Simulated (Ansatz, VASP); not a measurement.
Two plane-wave programs on AlN

```xyz
4
Lattice="3.0268 0.0000 0.0000 -1.5134 2.6213 0.0000 0.0000 0.0000 4.9436" Properties=species:S:1:pos:R:3 pbc="T T T"
Al    0.0000    1.7475    0.0170
Al    1.5134    0.8738    2.4888
N     0.0000    1.7475    1.8863
N     1.5134    0.8738    4.3581
```

Alike in both runs: functional LDA; k mesh 9 × 9 × 6; occupations gaussian, width 0.05 eV; no spin polarisation.

Ansatz relaxed the structure, and its values are those at the end. VASP's run is a single point on that final structure, the one shown.

|  | VASP | Ansatz |
| --- | --- | --- |
| version | VASP 6.6.1 | Ansatz 0.2.0 |
| potentials or method | VASP PAW LDA potentials, release 64 (Al, N) | scalar-relativistic, plane waves, PAW |
| plane-wave cutoff (eV) | 520 | 520 |
| valence electrons in the cell | 16 | 16 |

VASP gave:

| Property | Result |
| --- | --- |
| gap on the k mesh at the Fermi level (eV) | 4.90 |
| least direct gap on the mesh (eV) | 4.90 |
| pressure (GPa) | 10.3 |

Which values does Ansatz return?

gap on the k mesh at the Fermi level (eV): 4.89; least direct gap on the mesh (eV): 4.89; pressure (GPa): 9.5.

Ansatz warned: «pseudo_functional_mismatch».

Caveats: an odd mesh through Γ misses points on the zone boundary, where band edges often lie.
